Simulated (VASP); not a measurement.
# Se (P3_121) in VASP: further runs

One crystal, Se, is run at these levels: r2SCAN, PBE; tasks: single point.

All numbers are computed with VASP 6.6.1; they aren't measurements. Logs are shortened: lines on timing, memory, paths and dates and some standing lists are left out, and cuts for length are marked.

**1. The structure**

It takes space group P3_121 (No. 152, trigonal). The conventional cell has a = 4.366 Å, b = 4.366 Å, c = 4.954 Å, α = 90.00°, β = 90.00°, γ = 120.00°. Se (site symmetry 2) has 2 Se at 2.37 Å as nearest neighbours.

**2. Single point, r2SCAN**

Contents of POSCAR:

```
Se
1.0
    4.3662000000      0.0000000000      0.0000000000
   -2.1831000000      3.7812401180      0.0000000000
    0.0000000000      0.0000000000      4.9536000000
Se
3
Direct
    0.7746000000      0.7746000000      0.0000000000
    0.0000000000      0.2254000000      0.6666666667
    0.2254000000      0.0000000000      0.3333333333
```

Contents of INCAR.step1:

```
PREC     = Accurate       # precision mode
ENCUT    = 520            # plane-wave cutoff, eV
ISMEAR   = -5             # smearing method
SIGMA    = 0.05           # smearing width, eV
LREAL    = F              # projectors in reciprocal space
LASPH    = T              # aspherical terms in the spheres
NELM     = 100            # most SCF steps
NBANDS   = 16             # bands
GGA      = PE             # functional
ALGO     = Normal         # electronic algorithm
EDIFF    = 1E-4           # SCF threshold, eV
LWAVE    = T              # write WAVECAR
LCHARG   = F              # write CHGCAR
```

Contents of INCAR.step2:

```
PREC     = Accurate       # precision mode
ENCUT    = 520            # plane-wave cutoff, eV
EDIFF    = 1E-6           # SCF threshold, eV
ISMEAR   = -5             # smearing method
SIGMA    = 0.05           # smearing width, eV
LREAL    = F              # projectors in reciprocal space
LASPH    = T              # aspherical terms in the spheres
NELM     = 100            # most SCF steps
ALGO     = Normal         # electronic algorithm
ISIF     = 2              # what is computed and relaxed
LWAVE    = F              # write WAVECAR
LCHARG   = T              # write CHGCAR
METAGGA  = R2SCAN         # meta-GGA
LMIXTAU  = T            
LELF     = T              # ELF
LVHAR    = T            
NBANDS   = 16             # bands
ISTART   = 1
```

Contents of KPOINTS:

```
Automatic mesh
0
Gamma
  7 7 6
```

Potentials or basis: VASP PAW PBE potentials, release 64 (Se).

Started as:

```bash
$ cat potpaw_PBE.64/Se/POTCAR > POTCAR
$ cp INCAR.step1 INCAR
$ mpirun -np 1 vasp_std > vasp.out
$ cp INCAR.step2 INCAR
$ mpirun -np 1 vasp_std > vasp.out
```

OUTCAR:

```text
PREC = Accurate
   ENCUT = 520
   EDIFF = 1E-6
   ISMEAR = -5
   LREAL = F
   LASPH = T
   NELM = 100
   ISIF = 2
   METAGGA = R2SCAN
   ISTART = 1

 ion  position               nearest neighbor table
   1  0.775  0.775  0.000-   2 2.37   3 2.37
   2  0.000  0.225  0.667-   1 2.37   3 2.37
   3  0.225  0.000  0.333-   1 2.37   2 2.37

  LATTYP: Found a hexagonal cell.
 ALAT       =     4.3662000000
 C/A-ratio  =     1.1345334616

  Lattice vectors:

 A1 = (   4.3662000000,   0.0000000000,   0.0000000000)
 A2 = (  -2.1831000000,   3.7812401180,   0.0000000000)
 A3 = (   0.0000000000,   0.0000000000,   4.9536000000)

Analysis of symmetry for initial positions (statically):
=====================================================================
 Subroutine PRICEL returns:
 Original cell was already a primitive cell.

 Routine SETGRP: Setting up the symmetry group for a
 hexagonal supercell.

 Subroutine GETGRP returns: Found  6 space group operations
 (whereof  2 operations were pure point group operations)
 out of a pool of 24 trial point group operations.

The static configuration has the point symmetry C_2 .
 The point group associated with its full space group is D_3 .

Analysis of symmetry for dynamics (positions and initial velocities):
=====================================================================
 Subroutine PRICEL returns:
 Original cell was already a primitive cell.

 Routine SETGRP: Setting up the symmetry group for a
 hexagonal supercell.

 Subroutine GETGRP returns: Found  6 space group operations
 (whereof  2 operations were pure point group operations)
 out of a pool of 24 trial point group operations.

The dynamic configuration has the point symmetry C_2 .
 The point group associated with its full space group is D_3 .

 Subroutine INISYM returns: Found  6 space group operations
 (whereof  2 operations are pure point group operations),
 and found     1 'primitive' translations

----------------------------------------------------------------------------------------

                                     Primitive cell

  volume of cell :      81.7822

  direct lattice vectors                    reciprocal lattice vectors
     4.366200000  0.000000000  0.000000000     0.229032110  0.132231751  0.000000000
[... 89 lines left out ...]
   NELM   =    100;   NELMIN=  2; NELMDL=  0     # of ELM steps
   EDIFF  = 0.1E-05   stopping-criterion for ELM
   LREAL  =      F    real-space projection
   EDIFFG = 0.1E-04   stopping-criterion for IOM
   NSW    =      0    number of steps for IOM
   IBRION =     -1    ionic relax: 0-MD 1-quasi-New 2-CG
   NFREE  =      0    steps in history (QN), initial steepest desc. (CG)
   ISIF   =      2    stress and relaxation
   ISYM   =      2    0-nonsym 1-usesym 2-fastsym
   POTIM  = 0.5000    time-step for ionic-motion
   TEBEG  =    0.0;   TEEND  =   0.0 temperature during run
   PSTRESS=    0.0 pullay stress
   NELECT =      18.0000    total number of electrons
   NUPDOWN=      -1.0000    fix difference up-down
   EMIN   =  10.00;   EMAX   =-10.00  energy-range for DOS
   EFERMI =   0.00;   METHOD = LEGACY
   ISMEAR =    -5;   SIGMA  =   0.05  broadening in eV -4-tet -1-fermi 0-gaus
   EFERMI_NEDOS =   21; number of points for ismear=-14 and -15
   IALGO  =     38    algorithm
   IMIX   =      4    mixing-type and parameters
     AMIX     =   0.40;   BMIX     =  1.00
     AMIX_MAG =   1.60;   BMIX_MAG =  1.00
  volume/ion in A,a.u.               =      27.26       183.96
  Fermi-wavevector in a.u.,A,eV,Ry     =   0.988430  1.867862 13.292817  0.976995
  Thomas-Fermi vector in A             =   2.119956
   LORBIT       =      0    0 simple, 1 ext, 2 COOP (PROOUT), +10 PAW based schemes
   METAGGA = R2SCAN    functional components
   LHFCALC =     F    Hartree Fock is set to
   AEXX    =    0.0000 exact exchange contribution
   IVDW    =     0    specifies the selected vdW correction
   LEPSILON=     F    determine dielectric tensor
   LRPA    =     F    only Hartree local field effects (RPA)
 non-spin polarized calculation
 Fermi weights with tetrahedron method with Bloechl corrections
  energy-cutoff  :      520.00
  volume of cell :       81.78
 maximum number of plane-waves:      2214
   NGX = 17   NGY = 17   NGZ = 19

 number of electron      18.0000001 magnetization

 Free energy of the ion-electron system (eV)
  ---------------------------------------------------
  ext. energy  EPLUGINS =         0.00000000
  ---------------------------------------------------
  free energy    TOTEN  =       -42.91196154 eV

  energy without entropy =      -42.91196154  energy(sigma->0) =      -42.91196154

 E-fermi :   2.4746     XC(G=0):  -9.2776

 val. band max:        2.4050373305   @ k =   0.4286   0.1429   0.5000
 cond. band min:       3.8537551431   @ k =   0.2857   0.2857   0.5000
 fundamental gap:      1.4487178127
 Fermi energy:         2.4746464230

 k-point     1 :       0.0000    0.0000    0.0000
  band No.  band energies     occupation
      1     -14.0921      2.00000
      2      -9.7392      2.00000
      3      -9.7392      2.00000
      4      -1.5777      2.00000
      5      -1.5777      2.00000
      6      -1.4788      2.00000
[... 433 lines left out ...]
      3      -8.3115      2.00000
      4      -2.9755      2.00000
      5      -2.1866      2.00000
      6      -1.3144      2.00000
[... 8 lines left out ...]
     15      10.6015      0.00000
     16      11.2421      0.00000

 [... further k-points ...]

------------------------ aborting loop because EDIFF is reached ----------------------------------------

  FORCE on cell =-STRESS in cart. coord.  units (eV):
  Direction    XX          YY          ZZ          XY          YZ          ZX
  --------------------------------------------------------------------------------------
  -------------------------------------------------------------------------------------
  Total        0.5297373      0.5297373      0.9565386      0.0000000      0.0000000     -0.0000000
  in kB       10.3779683     10.3779683     18.7393397      0.0000000      0.0000000     -0.0000000
  external PRESSURE =      13.1650921 kB  Pullay stress =       0.0000000 kB

 VOLUME and BASIS-vectors are now :
 -----------------------------------------------------------------------------
  energy-cutoff  :      520.00
  volume of cell :       81.78
      direct lattice vectors                 reciprocal lattice vectors
     4.366200000  0.000000000  0.000000000     0.229032110  0.132231751  0.000000000
    -2.183100000  3.781240118  0.000000000     0.000000000  0.264463501  0.000000000
     0.000000000  0.000000000  4.953600000     0.000000000  0.000000000  0.201873385

 POSITION                                       TOTAL-FORCE (eV/Angst)
 -----------------------------------------------------------------------------------
      1.69103      2.92895      0.00000        -0.028104     -0.048678     -0.000000
     -0.49207      0.85229      3.30240        -0.028104      0.048678     -0.000000
      0.98414      0.00000      1.65120         0.056208     -0.000000      0.000000
 -----------------------------------------------------------------------------------
    total drift:                               -0.000000     -0.000000     -0.000000

  FREE ENERGIE OF THE ION-ELECTRON SYSTEM (eV)
  ---------------------------------------------------
  free  energy   TOTEN  =       -42.9119615379 eV

  energy  without entropy=      -42.9119615379  energy(sigma->0) =      -42.91196154
```

OSZICAR.step1:

```text
N       E                     dE             d eps       ncg     rms          rms(c)
DAV:   1     0.821316877256E+02    0.82132E+02   -0.72552E+03  1280   0.936E+02
DAV:   2    -0.524864843720E+01   -0.87380E+02   -0.83622E+02  1664   0.154E+02
DAV:   3    -0.105123510407E+02   -0.52637E+01   -0.52449E+01  1592   0.431E+01
DAV:   4    -0.105484317792E+02   -0.36081E-01   -0.36075E-01  1680   0.422E+00
DAV:   5    -0.105486929552E+02   -0.26118E-03   -0.26117E-03  1616   0.356E-01    0.703E+00
DAV:   6    -0.104904229852E+02    0.58270E-01   -0.34796E-02  1576   0.117E+00    0.435E+00
DAV:   7    -0.104704597452E+02    0.19963E-01   -0.72006E-02  1488   0.165E+00    0.200E-01
DAV:   8    -0.104698102291E+02    0.64952E-03   -0.85474E-03  1432   0.566E-01    0.101E-01
DAV:   9    -0.104699172798E+02   -0.10705E-03   -0.28474E-04  1856   0.108E-01    0.339E-02
DAV:  10    -0.104699623187E+02   -0.45039E-04   -0.47381E-05  1080   0.474E-02
   1 F= -.10469962E+02 E0= -.10469962E+02  d E =0.000000E+00
```

Wall time 2.6 min (1 thread of Intel Xeon Platinum 8559C (Emerald Rapids), shared host); peak memory 0.22 GiB.

What came out:

- Free energy: -42.9120 eV
- Pressure: 1.3 GPa
- Largest force: 0.056 eV/Å
- Band gap on the k mesh: 1.45 eV, indirect (least direct gap 1.70 eV)

Forces on the atoms (eV/Å):
```
Se  -0.028 -0.049  0.000
Se  -0.028  0.049  0.000
Se   0.056  0.000  0.000
```

Levels at points of the mesh, in eV from the valence-band top:
```csv
k point,band 6,band 7,band 8,band 9,band 10,band 11,band 12,band 13
"(0.00, 0.00, 0.00)",-3.88,-2.15,-2.15,-0.47,2.13,2.13,2.40,6.79
"(0.00, 0.00, 0.50)",-3.53,-1.60,-1.60,-1.22,1.46,1.46,1.46,6.80
```

Caveat: the PAW data sets were made with another functional, which shifts forces and pressure a little; an odd mesh through Γ misses points on the zone boundary, where band edges often lie. r2SCAN opens gaps a little over a GGA but as a rule still falls short of measured ones.

**3. Single point, PBE (volume scaled by 1.02)**

Contents of INCAR:

```
SYSTEM = Se
PREC     = Accurate       ! precision mode
ENCUT    = 520            ! plane-wave cutoff, eV
EDIFF    = 1E-6           ! SCF threshold, eV
ISMEAR   = -1             ! smearing method
SIGMA    = 0.05           ! smearing width, eV
LREAL    = .FALSE.        ! projectors in reciprocal space
LASPH    = .TRUE.         ! aspherical terms in the spheres
NELM     = 80             ! most SCF steps
ALGO     = Normal         ! electronic algorithm
ISIF     = 2              ! what is computed and relaxed
LWAVE    = .FALSE.        ! write WAVECAR
LCHARG   = .FALSE.        ! write CHGCAR
GGA      = PE             ! functional
NBANDS   = 16             ! bands
```

Contents of KPOINTS:

```
regular mesh
0
G
  7 7 6
  0 0 0
```

Contents of POSCAR:

```
Se
1.0
    4.3951160745      0.0000000000      0.0000000000
   -2.1975580372      3.8062821731      0.0000000000
    0.0000000000      0.0000000000      4.9864062541
Se
3
Direct
    0.7746000000      0.7746000000      0.0000000000
    0.0000000000      0.2254000000      0.6666666667
    0.2254000000      0.0000000000      0.3333333333
```

Potentials or basis: VASP PAW PBE potentials, release 64 (Se).

Started as:

```bash
$ cat potpaw_PBE.64/Se/POTCAR > POTCAR
$ mpirun -np 1 vasp_std > vasp.out
```

It took 33 s on 1 thread of Intel Xeon 6975P-C (Granite Rapids), shared host; peak memory 0.23 GiB.

Results (log left out):

| Item | Value |
| --- | --- |
| Free energy | -10.4935 eV |
| Pressure | 1.7 GPa |
| Largest force | 0.229 eV/Å |
| Band gap on the k mesh | 1.20 eV, indirect (least direct gap 1.45 eV) |

Forces on the atoms (eV/Å):
```
Se  -0.115 -0.198  0.000
Se  -0.115  0.198  0.000
Se   0.229  0.000  0.000
```

Stress tensor (GPa, compression positive):
```
1.33 0.00 0.00
0.00 1.33 0.00
0.00 0.00 2.51
```

Levels at points of the mesh, in eV from the valence-band top:
| k point | band 6 | band 7 | band 8 | band 9 | band 10 | band 11 | band 12 | band 13 |
| --- | --- | --- | --- | --- | --- | --- | --- | --- |
| (0.00, 0.00, 0.00) | -3.66 | -1.97 | -1.97 | -0.38 | 1.86 | 1.86 | 2.17 | 6.13 |
| (0.00, 0.00, 0.50) | -3.31 | -1.48 | -1.48 | -1.08 | 1.23 | 1.23 | 1.28 | 6.33 |

Caveat: an odd mesh through Γ misses points on the zone boundary, where band edges often lie.

**4. Single point, PBE (volume scaled by 0.98)**

Contents of INCAR:

```
PREC = Accurate ; ENCUT = 520
EDIFF = 1E-7 ; ISMEAR = -1
SIGMA = 0.05 ; LREAL = F
LASPH = T ; NELM = 80
ALGO = Normal ; ISIF = 2
LWAVE = F ; LCHARG = F
GGA = PE ; NBANDS = 16
```

Contents of KPOINTS:

```
Automatic mesh
0
Gamma
  7 7 6
```

Contents of POSCAR:

```
Se
1.0
    4.3368957613      0.0000000000      0.0000000000
   -2.1684478807      3.7558619029      0.0000000000
    0.0000000000      0.0000000000      4.9203533607
Se
3
Direct
    0.7746000000      0.7746000000      0.0000000000
    0.0000000000      0.2254000000      0.6666666667
    0.2254000000      0.0000000000      0.3333333333
```

Started as:

```bash
$ cat potpaw_PBE.64/Se/POTCAR > POTCAR
$ mpirun -np 1 vasp_std > vasp.out
```

Wall time 26 s (1 thread of Intel Xeon 6975P-C (Granite Rapids), shared host); peak memory 0.2 GiB.

Results (log left out):

```
Free energy            : -10.4336 eV
Pressure               : 4.2 GPa
Largest force          : 0.654 eV/Å
Band gap on the k mesh : 1.20 eV, indirect (least direct gap 1.50 eV)
```

Forces on the atoms (eV/Å):
```
Se  -0.327 -0.566  0.000
Se  -0.327  0.566  0.000
Se   0.654  0.000  0.000
```

Stress tensor (GPa, compression positive):
```
3.37 0.00 0.00
0.00 3.37 0.00
0.00 0.00 5.94
```

Levels at points of the mesh, in eV from the valence-band top:
```csv
k point,band 7,band 8,band 9,band 10,band 11,band 12
"(0.00, 0.00, 0.00)",-2.14,-2.14,-0.45,1.91,1.91,2.17
"(0.00, 0.00, 0.50)",-1.63,-1.63,-1.18,1.20,1.20,1.27
```

Caveat: an odd mesh through Γ misses points on the zone boundary, where band edges often lie.

**5. The runs side by side**

| level | cell | smearing | gap on the mesh (eV) | pressure (GPa) | largest force (eV/Å) |
| --- | --- | --- | --- | --- | --- |
| r2SCAN | as given | tetrahedron | 1.45 | 1.3 | 0.06 |
| PBE | volume scaled by 1.02 | fermi-dirac 0.05 eV | 1.20 | 1.7 | 0.23 |
| PBE | volume scaled by 0.98 | fermi-dirac 0.05 eV | 1.20 | 4.2 | 0.65 |

Alike in all rows: task single point; potentials or basis VASP PAW PBE potentials, release 64 (Se); no spin polarisation; k mesh 7 × 7 × 6; cutoff (eV) 520.

Caveats: an odd mesh through Γ misses points on the zone boundary, where band edges often lie; the PAW data sets were made with another functional, which shifts forces and pressure a little (some runs).

Total energies depend on the potentials used, so only differences within one code and one set of settings carry meaning.
